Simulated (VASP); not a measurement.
TaN:

```
Ta N
1.0
     2.93800    0.00000    0.00000
    -1.46900    2.54438    0.00000
     0.00000    0.00000    2.88300
Ta N
1 1
Direct
  0.33333 0.66667 0.50000
  0.00000 0.00000 0.00000
```

| Quantity | Value |
| --- | --- |
| Program | VASP 6.6.1 |
| Task | relaxation of cell and atoms |
| Functional | PBE |
| Potentials or basis | VASP PAW PBE potentials, release 64 (Ta_pv, N) |
| Cutoff | 900 eV |
| k mesh | 10 × 10 × 9 |
| Occupations | fermi-dirac, width 0.05 eV |
| Spin | no spin polarisation |

At the start: pressure 5.5 GPa; volume 10.78 Å³/atom.

Q: How do energy, volume and symmetry change on relaxing?

A: Over 3 steps the energy falls by 2.9 meV/atom and the volume is 10.95 Å³/atom (+1.6 %); space group P-6m2 (No. 187, to 0.05 Å).

The path:
```tsv
step	energy change (eV)	largest force (eV/Å)	pressure (GPa)	volume (Å³)
1	0.0000	0.0000	5.54	21.55
2	0.0269	0.0000	-11.89	22.73
3	-0.0058	0.0000	-0.03	21.90
```

Final structure:
```cif
data_structure
_symmetry_space_group_name_H-M 'P 1'
_symmetry_Int_Tables_number 1
_cell_length_a 2.9525
_cell_length_b 2.9525
_cell_length_c 2.9005
_cell_angle_alpha 90.000
_cell_angle_beta 90.000
_cell_angle_gamma 120.000
_cell_volume 21.90
loop_
_atom_site_label
_atom_site_type_symbol
_atom_site_fract_x
_atom_site_fract_y
_atom_site_fract_z
_atom_site_occupancy
Ta1 Ta 0.33333 0.66667 0.50000 1
N1 N 0.00000 0.00000 0.00000 1
```
